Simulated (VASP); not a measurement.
# BN (F-43m) in VASP: notebook

Runs on BN. Level: LDA. Tasks: dielectric tensor.

All numbers are computed with VASP 6.6.1; they aren't measurements. Logs are shortened: lines on timing, memory, paths and dates and some standing lists are left out, and cuts for length are marked.

### 1 The structure

The structure is cubic, space group F-43m (No. 216). Conventional cell: a = 3.626 Å, b = 3.626 Å, c = 3.626 Å, α = 90.00°, β = 90.00°, γ = 90.00°. Around N (site symmetry -43m) lie 4 B at 1.57 Å. Around B (site symmetry -43m) lie 4 N at 1.57 Å.

The cell is a database's computed one.

### 2 Dielectric tensor, LDA

INCAR reads:

```
ALGO = Normal
EDIFF = 1E-8
ENCUT = 400
ISIF = 2
ISMEAR = 0
LASPH = True
LCHARG = False
LEPSILON = True
LREAL = False
LWAVE = False
NELM = 100
PREC = Normal
SIGMA = 0.01
```

KPOINTS reads:

```
k-points
0
Gamma
  8 8 8
```

POSCAR reads:

```
BN
1.0
    0.0000000000      1.8130010000      1.8130010000
    1.8130010000      0.0000000000      1.8130010000
    1.8130010000      1.8130010000      0.0000000000
N B
1 1
Direct
    0.2500000000      0.2500000000      0.2500000000
    0.0000000000      0.0000000000      0.0000000000
```

Potentials or basis: VASP PAW LDA potentials, release 64 (N, B).

Launch:

```
cat potpaw_LDA.64/N/POTCAR potpaw_LDA.64/B/POTCAR > POTCAR
mpirun -np 1 vasp_std > vasp.out
```

OUTCAR:

```text
EDIFF = 1E-8
   ENCUT = 400
   ISIF = 2
   ISMEAR = 0
   LASPH = True
   LEPSILON = True
   LREAL = False
   NELM = 100
   PREC = Normal

 Found     29 irreducible k-points:

 Following reciprocal coordinates:
            Coordinates               Weight
  0.000000  0.000000  0.000000      1.000000
  0.125000  0.000000  0.000000      8.000000
  0.250000  0.000000  0.000000      8.000000
  0.375000  0.000000  0.000000      8.000000
  0.500000  0.000000  0.000000      4.000000
  0.125000  0.125000  0.000000      6.000000
   k-points           NKPTS =     29   k-points in BZ     NKDIM =     29   number of bands    NBANDS=      8
   number of dos      NEDOS =    301   number of ions     NIONS =      2
   total plane-waves  NPLWV =   2744
   dimension x,y,z NGX =    14 NGY =   14 NGZ =   14
   dimension x,y,z NGXF=    28 NGYF=   28 NGZF=   28
   ions per type =               1   1
   NGX,Y,Z   is equivalent  to a cutoff of   9.08,  9.08,  9.08 a.u.
   NGXF,Y,Z  is equivalent  to a cutoff of  18.15, 18.15, 18.15 a.u.
 SYSTEM =  unknown system
   PREC   = normal    normal or accurate (medium, high low for compatibility)
   ISTART =      0    job   : 0-new  1-cont  2-samecut
   ICHARG =      2    charge: 1-file 2-atom 10-const
   ISPIN  =      1    spin polarized calculation?
   LNONCOLLINEAR =      F non collinear calculations
   LSORBIT =      F    spin-orbit coupling
   LASPH  =      T    aspherical Exc in radial PAW
   ENCUT  =  400.0 eV  29.40 Ry    5.42 a.u.   4.18  4.18  4.18*2*pi/ulx,y,z
   NELM   =    100;   NELMIN=  2; NELMDL= -5     # of ELM steps
   EDIFF  = 0.1E-07   stopping-criterion for ELM
   LREAL  =      F    real-space projection
   EDIFFG = 0.1E-06   stopping-criterion for IOM
   NSW    =      0    number of steps for IOM
   IBRION =     -1    ionic relax: 0-MD 1-quasi-New 2-CG
   NFREE  =      0    steps in history (QN), initial steepest desc. (CG)
   ISIF   =      2    stress and relaxation
   ISYM   =      2    0-nonsym 1-usesym 2-fastsym
   POTIM  = 0.5000    time-step for ionic-motion
   TEBEG  =    0.0;   TEEND  =   0.0 temperature during run
   PSTRESS=    0.0 pullay stress
   NELECT =       8.0000    total number of electrons
   NUPDOWN=      -1.0000    fix difference up-down
   EMIN   =  10.00;   EMAX   =-10.00  energy-range for DOS
   EFERMI =   0.00;   METHOD = LEGACY
   ISMEAR =     0;   SIGMA  =   0.01  broadening in eV -4-tet -1-fermi 0-gaus
   EFERMI_NEDOS =   21; number of points for ismear=-14 and -15
   IALGO  =     38    algorithm
   IMIX   =      4    mixing-type and parameters
     AMIX     =   0.40;   BMIX     =  1.00
     AMIX_MAG =   1.60;   BMIX_MAG =  1.00
  volume/ion in A,a.u.               =       5.96        40.22
  Fermi-wavevector in a.u.,A,eV,Ry     =   1.433387  2.708709 27.954506  2.054598
  Thomas-Fermi vector in A             =   2.552911
   LORBIT       =      0    0 simple, 1 ext, 2 COOP (PROOUT), +10 PAW based schemes
   GGA     = CA    functional components
   LHFCALC =     F    Hartree Fock is set to
   AEXX    =    0.0000 exact exchange contribution
   IVDW    =     0    specifies the selected vdW correction
   LEPSILON=     T    determine dielectric tensor
   LRPA    =     F    only Hartree local field effects (RPA)
 non-spin polarized calculation
 Gauss-broadening in eV      SIGMA  =   0.01
  energy-cutoff  :      400.00
  volume of cell :       11.92
 maximum number of plane-waves:       228
   NGX =  9   NGY =  9   NGZ =  9

--------------------------------------- Ionic step        1  -------------------------------------------

 number of electron       8.0000003 magnetization

 E-fermi :   7.3515     XC(G=0): -13.0612

 val. band max:        7.3104243339   @ k =   0.0000   0.0000   0.0000
 cond. band min:      11.6070137769   @ k =   0.5000   0.5000   0.0000
 fundamental gap:      4.2965894430
 Fermi energy:         7.3514926557

 k-point     1 :       0.0000    0.0000    0.0000
  band No.  band energies     occupation
      1     -12.6936      2.00000
      2       7.3104      2.00000
      3       7.3104      2.00000
      4       7.3104      2.00000
      5      15.9236      0.00000
      6      15.9236      0.00000
      7      15.9236      0.00000
      8      17.5577      0.00000

 k-point     2 :       0.1250    0.0000    0.0000
  band No.  band energies     occupation
      1     -12.3173      2.00000
      2       5.4230      2.00000
      3       6.9062      2.00000
      4       6.9063      2.00000
      5      16.3082      0.00000
      6      16.4869      0.00000
      7      16.4869      0.00000
      8      18.6984      0.00000

 k-point     3 :       0.2500    0.0000    0.0000
  band No.  band energies     occupation
      1     -11.2200      2.00000
      2       1.8545      2.00000
      3       6.1591      2.00000
      4       6.1592      2.00000
      5      16.8098      0.00000
      6      17.4276      0.00000
      7      17.4276      0.00000
      8      20.6446      0.00000

 k-point     4 :       0.3750    0.0000    0.0000
  band No.  band energies     occupation
      1      -9.5913      2.00000
      2      -1.5815      2.00000
      3       5.5584      2.00000
      4       5.5585      2.00000
      5      17.2109      0.00000
      6      17.7881      0.00000
      7      17.7881      0.00000
      8      21.8390      0.00000

 k-point     5 :       0.5000    0.0000    0.0000
  band No.  band energies     occupation
      1      -8.4576      2.00000
      2      -3.3584      2.00000
      3       5.3424      2.00000
      4       5.3425      2.00000
      5      17.3606      0.00000
      6      17.7934      0.00000
      7      17.7934      0.00000
      8      22.2005      0.00000

 k-point     6 :       0.1250    0.1250    0.0000
  band No.  band energies     occupation
      1     -12.1920      2.00000
      2       6.0560      2.00000
      3       6.1740      2.00000
      4       6.1741      2.00000
      5      15.2584      0.00000
      6      17.4384      0.00000
      7      17.4384      0.00000
      8      18.6890      0.00000

 [... further k-points ...]

  FORCE on cell =-STRESS in cart. coord.  units (eV):
  Direction    XX          YY          ZZ          XY          YZ          ZX
  --------------------------------------------------------------------------------------
  -------------------------------------------------------------------------------------
  Total       -1.4483580     -1.4483580     -1.4483580      0.0000000     -0.0000000      0.0000000
  in kB     -194.6984038   -194.6984038   -194.6984038      0.0000000     -0.0000000      0.0000000
  external PRESSURE =    -194.6984038 kB  Pullay stress =       0.0000000 kB

 VOLUME and BASIS-vectors are now :
 -----------------------------------------------------------------------------
  energy-cutoff  :      400.00
  volume of cell :       11.92
      direct lattice vectors                 reciprocal lattice vectors
     0.000000000  1.813001000  1.813001000    -0.275785838  0.275785838  0.275785838
     1.813001000  0.000000000  1.813001000     0.275785838 -0.275785838  0.275785838
     1.813001000  1.813001000  0.000000000     0.275785838  0.275785838 -0.275785838

 POSITION                                       TOTAL-FORCE (eV/Angst)
 -----------------------------------------------------------------------------------
      0.90650      0.90650      0.90650        -0.000000      0.000000      0.000000
      0.00000      0.00000      0.00000         0.000000     -0.000000     -0.000000
 -----------------------------------------------------------------------------------
    total drift:                               -0.000001     -0.000001     -0.000002

  FREE ENERGIE OF THE ION-ELECTRON SYSTEM (eV)
  ---------------------------------------------------
  free  energy   TOTEN  =       -19.3977941375 eV

  energy  without entropy=      -19.3977941375  energy(sigma->0) =      -19.39779414

 HEAD OF MICROSCOPIC STATIC DIELECTRIC TENSOR (INDEPENDENT PARTICLE, excluding Hartree and local field effects)
 ------------------------------------------------------
           4.771589    -0.000000    -0.000000
          -0.000000     4.771589     0.000000
          -0.000000     0.000000     4.771589
 ------------------------------------------------------

 Free energy of the ion-electron system (eV)
  ---------------------------------------------------
  ---------------------------------------------------
  free energy    TOTEN  =        -0.12632115 eV

  energy without entropy =       -0.12632115

------------------------ aborting loop because EDIFF is reached ----------------------------------------

--------------------------------------- Ionic step        2  -------------------------------------------

------------------------ aborting loop because EDIFF is reached ----------------------------------------

--------------------------------------- Ionic step        3  -------------------------------------------

 Free energy of the ion-electron system (eV)
  ---------------------------------------------------
  ---------------------------------------------------
  free energy    TOTEN  =        -0.12632111 eV

  energy without entropy =       -0.12632111

------------------------ aborting loop because EDIFF is reached ----------------------------------------

 PIEZOELECTRIC TENSOR FIELD DIRECTION 3  (e Angst)
 -----------------------------------------------------------------------------
    -0.00029 -0.75823  0.00000           ( -0.00000 -0.01090  0.00000)
    -0.75823 -0.00029  0.00000           ( -0.01090 -0.00000  0.00000)
     0.00000  0.00000  0.00014           (  0.00000  0.00000 -0.00000)

 PIEZOELECTRIC TENSOR FIELD DIRECTION 3  (C/m^2)
 -----------------------------------------------------------------------------
    -0.00039 -1.01926  0.00000
    -1.01926 -0.00039  0.00000
     0.00000  0.00000  0.00018

 MACROSCOPIC STATIC DIELECTRIC TENSOR (including local field effects in DFT)
 ------------------------------------------------------
           4.613755    -0.000000     0.000000
          -0.000000     4.613755    -0.000000
          -0.000000    -0.000000     4.613755
 ------------------------------------------------------

 PIEZOELECTRIC TENSOR (including local field effects)  for field in x, y, z        (e  Angst)
          XX          YY          ZZ          XY          YZ          ZX
  --------------------------------------------------------------------------------
  x     0.00000    -0.00000     0.00000     0.00000    -0.75898     0.00000
  y    -0.00000     0.00000    -0.00000     0.00000     0.00000    -0.75898
  z    -0.00000    -0.00000    -0.00000    -0.75898     0.00000     0.00000

 PIEZOELECTRIC TENSOR (including local field effects)  for field in x, y, z        (C/m^2)
          XX          YY          ZZ          XY          YZ          ZX
  --------------------------------------------------------------------------------
  x     0.00000    -0.00000     0.00000     0.00000    -1.02027     0.00000
  y    -0.00000     0.00000    -0.00000     0.00000     0.00000    -1.02027
  z    -0.00000    -0.00000    -0.00000    -1.02027     0.00000     0.00000

 BORN EFFECTIVE CHARGES (including local field effects) (in |e|, cummulative output)
 ---------------------------------------------------------------------------------
 ion    1
    1    -1.88828     0.00000     0.00000
    2     0.00000    -1.88828     0.00000
    3     0.00000     0.00000    -1.88828
 ion    2
    1     1.88828     0.00000     0.00000
    2     0.00000     1.88828     0.00000
    3     0.00000     0.00000     1.88828
```

Wall time 19 s (1 thread of AMD EPYC 7R43 (Zen 3), shared host); peak memory 0.09 GiB.

The run converged, but some of its settings lie outside the range that counts as converged, so its numbers aren't taken as properties of the crystal.

What came out:

- Band gap on the k mesh: 4.30 eV, indirect (least direct gap 8.61 eV)
- Electronic dielectric tensor (diagonal): 4.61
- Born charges (mean of the diagonal): N -1.89; B +1.89 e

Caveat: the cutoff is under 1.25 times the usual one of these potentials, so pressure, stress and relaxed cells hold a basis-set (Pulay) error.

### 3 Dielectric tensor, LDA

INCAR, as its differences from that of step 2:

```diff
@@ -11,3 +11,3 @@
 NELM = 100
-PREC = Normal
-SIGMA = 0.01
+PREC = Accurate
+SIGMA = 0.1
```

KPOINTS is that of step 2.

POSCAR is that of step 2.

Potentials or basis: VASP PAW LDA potentials, release 64 (N, B).

Launch:

```
cat potpaw_LDA.64/N/POTCAR potpaw_LDA.64/B/POTCAR > POTCAR
mpirun -np 1 vasp_std > vasp.out
```

OUTCAR:

```text
EDIFF = 1E-8
   ENCUT = 400
   ISIF = 2
   ISMEAR = 0
   LASPH = True
   LEPSILON = True
   LREAL = False
   NELM = 100
   PREC = Accurate

 Found     29 irreducible k-points:

 Following reciprocal coordinates:
            Coordinates               Weight
  0.000000  0.000000  0.000000      1.000000
  0.125000  0.000000  0.000000      8.000000
  0.250000  0.000000  0.000000      8.000000
  0.375000  0.000000  0.000000      8.000000
  0.500000  0.000000  0.000000      4.000000
  0.125000  0.125000  0.000000      6.000000
   k-points           NKPTS =     29   k-points in BZ     NKDIM =     29   number of bands    NBANDS=      8
   number of dos      NEDOS =    301   number of ions     NIONS =      2
   total plane-waves  NPLWV =   5832
   dimension x,y,z NGX =    18 NGY =   18 NGZ =   18
   dimension x,y,z NGXF=    36 NGYF=   36 NGZF=   36
   ions per type =               1   1
   NGX,Y,Z   is equivalent  to a cutoff of  11.67, 11.67, 11.67 a.u.
   NGXF,Y,Z  is equivalent  to a cutoff of  23.34, 23.34, 23.34 a.u.
 SYSTEM =  unknown system
   PREC   = accura    normal or accurate (medium, high low for compatibility)
   ISTART =      0    job   : 0-new  1-cont  2-samecut
   ICHARG =      2    charge: 1-file 2-atom 10-const
   ISPIN  =      1    spin polarized calculation?
   LNONCOLLINEAR =      F non collinear calculations
   LSORBIT =      F    spin-orbit coupling
   LASPH  =      T    aspherical Exc in radial PAW
   ENCUT  =  400.0 eV  29.40 Ry    5.42 a.u.   4.18  4.18  4.18*2*pi/ulx,y,z
   NELM   =    100;   NELMIN=  2; NELMDL= -5     # of ELM steps
   EDIFF  = 0.1E-07   stopping-criterion for ELM
   LREAL  =      F    real-space projection
   EDIFFG = 0.1E-06   stopping-criterion for IOM
   NSW    =      0    number of steps for IOM
   IBRION =     -1    ionic relax: 0-MD 1-quasi-New 2-CG
   NFREE  =      0    steps in history (QN), initial steepest desc. (CG)
   ISIF   =      2    stress and relaxation
   ISYM   =      2    0-nonsym 1-usesym 2-fastsym
   POTIM  = 0.5000    time-step for ionic-motion
   TEBEG  =    0.0;   TEEND  =   0.0 temperature during run
   PSTRESS=    0.0 pullay stress
   NELECT =       8.0000    total number of electrons
   NUPDOWN=      -1.0000    fix difference up-down
[... 140 lines left out ...]
 ------------------------------------------------------

 Free energy of the ion-electron system (eV)
  ---------------------------------------------------
  ---------------------------------------------------
  free energy    TOTEN  =        -0.12637417 eV

  energy without entropy =       -0.12637417

------------------------ aborting loop because EDIFF is reached ----------------------------------------

--------------------------------------- Ionic step        2  -------------------------------------------

------------------------ aborting loop because EDIFF is reached ----------------------------------------

--------------------------------------- Ionic step        3  -------------------------------------------

 Free energy of the ion-electron system (eV)
  ---------------------------------------------------
  ---------------------------------------------------
  free energy    TOTEN  =        -0.12637413 eV

  energy without entropy =       -0.12637413

------------------------ aborting loop because EDIFF is reached ----------------------------------------

 PIEZOELECTRIC TENSOR FIELD DIRECTION 3  (e Angst)
 -----------------------------------------------------------------------------
    -0.00025 -0.75820  0.00000           ( -0.00000 -0.01090  0.00000)
    -0.75820 -0.00025  0.00000           ( -0.01090 -0.00000  0.00000)
     0.00000  0.00000  0.00015           (  0.00000  0.00000 -0.00000)

 PIEZOELECTRIC TENSOR FIELD DIRECTION 3  (C/m^2)
 -----------------------------------------------------------------------------
    -0.00034 -1.01922  0.00000
    -1.01922 -0.00034  0.00000
     0.00000  0.00000  0.00020

 MACROSCOPIC STATIC DIELECTRIC TENSOR (including local field effects in DFT)
 ------------------------------------------------------
           4.613782     0.000000     0.000000
           0.000000     4.613782     0.000000
           0.000000    -0.000000     4.613782
 ------------------------------------------------------

 PIEZOELECTRIC TENSOR (including local field effects)  for field in x, y, z        (e  Angst)
          XX          YY          ZZ          XY          YZ          ZX
  --------------------------------------------------------------------------------
  x    -0.00000     0.00000    -0.00000     0.00000    -0.75895     0.00000
  y     0.00000    -0.00000    -0.00000     0.00000     0.00000    -0.75895
  z     0.00000    -0.00000    -0.00000    -0.75895     0.00000     0.00000

 PIEZOELECTRIC TENSOR (including local field effects)  for field in x, y, z        (C/m^2)
          XX          YY          ZZ          XY          YZ          ZX
  --------------------------------------------------------------------------------
  x    -0.00000     0.00000    -0.00000     0.00000    -1.02023     0.00000
  y     0.00000    -0.00000    -0.00000     0.00000     0.00000    -1.02023
  z     0.00000    -0.00000    -0.00000    -1.02023     0.00000     0.00000

 BORN EFFECTIVE CHARGES (including local field effects) (in |e|, cummulative output)
 ---------------------------------------------------------------------------------
 ion    1
    1    -1.88829     0.00000     0.00000
    2     0.00000    -1.88829    -0.00000
    3    -0.00000     0.00000    -1.88829
 ion    2
    1     1.88829     0.00000     0.00000
    2     0.00000     1.88829     0.00000
    3     0.00000     0.00000     1.88829
```

stdout:

```text
POSCAR found type information on POSCAR N B
 POSCAR found :  2 types and       2 ions
 scaLAPACK will be used
 LDA part: xc-table for (Slater(with rela. corr.)+CA(PZ))
 , standard interpolation
 POSCAR, INCAR and KPOINTS ok, starting setup
 FFT: planning ... GRIDC
 FFT: planning ... GRID_SOFT
 FFT: planning ... GRID
 WAVECAR not read
 entering main loop
 Linear response reoptimize wavefunctions to high precision
 Linear response G [H, r] |phi>, progress :
  Direction:   1
 Linear response G [H, r] |phi>, progress :
  Direction:   2
 Linear response G [H, r] |phi>, progress :
  Direction:   3
 Linear response to external field (no local field effect), progress :
  Direction:   1
 dielectric tensor                  component  1 :     5.463     1.906     0.496
 Linear response to external field (no local field effect), progress :
  Direction:   2
 dielectric tensor                  component  2 :     1.906     5.457    -0.612
 Linear response to external field (no local field effect), progress :
  Direction:   3
 dielectric tensor                  component  3 :     0.495    -0.612     3.395
 Linear response to external field, progress :
  Direction:   1
 dielectric tensor                  component  1 :     4.614     0.763     0.478
 Linear response to external field, progress :
  Direction:   2
 dielectric tensor                  component  2 :     0.712     4.614     0.383
 Linear response to external field, progress :
  Direction:   3
 dielectric tensor                  component  3 :     0.553     0.688     4.614
 Born effective charges drift removed
```

Run time: 30 s. Hardware: 1 thread of AMD EPYC 7R43 (Zen 3), shared host; peak memory 0.09 GiB.

The run converged, but some of its settings lie outside the range that counts as converged, so its numbers aren't taken as properties of the crystal.

What came out:

* Band gap on the k mesh: 4.30 eV, indirect (least direct gap 8.61 eV)
* Electronic dielectric tensor (diagonal): 4.61
* Born charges (mean of the diagonal): N -1.89; B +1.89 e

Caveat: the cutoff is under 1.25 times the usual one of these potentials, so pressure, stress and relaxed cells hold a basis-set (Pulay) error.

### 4 For comparison

An earlier run on the cell as given: functional PBEsol; potentials or basis VASP PAW PBE potentials, release 64 (N, B); cutoff 520 eV; k mesh 13 × 13 × 13; occupations fermi-dirac, width 0.05 eV; no spin polarisation.

- Pressure: -5.7 GPa
- Band gap on the k mesh: 4.34 eV, indirect (least direct gap 8.72 eV)
